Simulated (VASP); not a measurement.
Write the native input for VASP 6.6.1 that does the following.

```yaml
Task: relaxation of the atoms
Functional: PBE
Potentials_or_basis: VASP PAW PBE potentials, release 64 (Cd, Te)
Cutoff: 300 eV
k_mesh: 4 × 4 × 4
Occupations: gaussian, width 0.03 eV
Spin: no spin polarisation
Further_INCAR_settings: ALGO = Normal; EDIFF = 1e-07; IBRION = 2; EDIFFG = -0.01; NSW = 40
```

The structure of CdTe lies in POSCAR:

```
CdTe                                    
1.0
   -0.0000000000      3.2496305540      3.2496305540
    3.2496305540      0.0000000000      3.2496305540
    3.2496305540      3.2496305540     -0.0000000000
  Cd              Te            
     1     1
Direct
     0.0000000000000000    0.0000000000000000    0.0000000000000000
     0.2500000000000000    0.2500000000000000    0.2500000000000000
```

The cell isn't the ideal one: a relaxed cell with its volume scaled by 0.94.

These files were run (other wordings do the same):

INCAR

```
PREC = Accurate
ENCUT = 300
EDIFF = 1E-7
ISMEAR = 0
SIGMA = 0.03
LREAL = False
LASPH = True
NELM = 80
ALGO = Normal
ISIF = 2
LWAVE = False
LCHARG = False
GGA = PE
IBRION = 2
NSW = 40
EDIFFG = -0.01
```

KPOINTS

```
Automatic mesh
0
Gamma
  4 4 4
```

Potentials or basis: VASP PAW PBE potentials, release 64 (Cd, Te).

The run is started by

```sh
$ cat potpaw_PBE.64/Cd/POTCAR potpaw_PBE.64/Te/POTCAR > POTCAR
$ mpirun -np 1 vasp_std > vasp.out
```

Results of the run:

```json
{
 "Band gap on the k mesh": "0.73 eV, direct"
}
```

Caveat: the relaxation stopped at its first step, so nothing moved; spin-orbit coupling is left out, which moves the levels of the heavy elements.

Wall time 8.6 s on 1 thread of Intel(R) Xeon(R) Platinum 8488C (Sapphire Rapids) (shared host), peak memory 0.14 GiB.
